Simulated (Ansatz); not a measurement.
SiC:

```
CELL_PARAMETERS angstrom
3.07569 0.00000 0.00000
-1.53785 2.66363 0.00000
0.00000 0.00000 10.07065
ATOMIC_POSITIONS crystal
Si 0.00000 0.00000 0.18789
Si 0.00000 0.00000 0.68789
Si 0.33333 0.66667 0.43784
Si 0.66667 0.33333 0.93784
C 0.00000 0.00000 0.00046
C 0.00000 0.00000 0.50046
C 0.33333 0.66667 0.24980
C 0.66667 0.33333 0.74980
```

The cell is a database's computed one.

```yaml
Program: Ansatz 0.2.0
Task: relaxation of cell and atoms
Functional: LDA
Potentials_or_basis: Ansatz PAW
Cutoff: "420 eV (not typed: the program's choice for these potentials)"
k_mesh: 10 × 10 × 3
Occupations: fermi-dirac, width 0.05 eV
Spin: no spin polarisation
```

At the start: volume 10.31 Å³/atom.

Task: How do energy, volume and symmetry change on relaxing?

Result: It ends after 7 steps and the volume is 10.14 Å³/atom (-1.7 %); space group P6_3mc (No. 186, to 0.05 Å).

The path:
```tsv
step	energy change (eV)	largest force (eV/Å)	volume (Å³)
1	0.0000	0.0038	82.50
2	-0.0150	0.0006	81.75
3	-0.0200	0.0012	81.11
4	-0.0200	0.0003	81.13
5	-0.0167	0.0003	81.13
6	-0.0168	0.0001	81.11
7	-0.0168	0.0001	81.11
```

Final structure:
```yaml
crystal:
  lattice:
    - [3.05843, 0.00000, 0.00000]
    - [-1.52921, 2.64867, 0.00000]
    - [0.00000, 0.00000, 10.01210]
  atoms:
    - { symbol: Si, position: [0.00000, 0.00000, 0.18790] }
    - { symbol: Si, position: [0.00000, 0.00000, 0.68790] }
    - { symbol: Si, position: [0.33333, 0.66667, 0.43784] }
    - { symbol: Si, position: [0.66667, 0.33333, 0.93784] }
    - { symbol: C, position: [0.00000, 0.00000, 0.00045] }
    - { symbol: C, position: [0.00000, 0.00000, 0.50045] }
    - { symbol: C, position: [0.33333, 0.66667, 0.24981] }
    - { symbol: C, position: [0.66667, 0.33333, 0.74981] }
```

Caveat: the plane-wave basis is chosen anew once the cell has moved, so the energies of steps on either side of that aren't comparable; the pressure holds a Pulay correction of +0.4 GPa for the finite cutoff; the PAW data sets come from PBE, with cores solved anew for the run's functional, which leaves a small shift of forces and pressure.
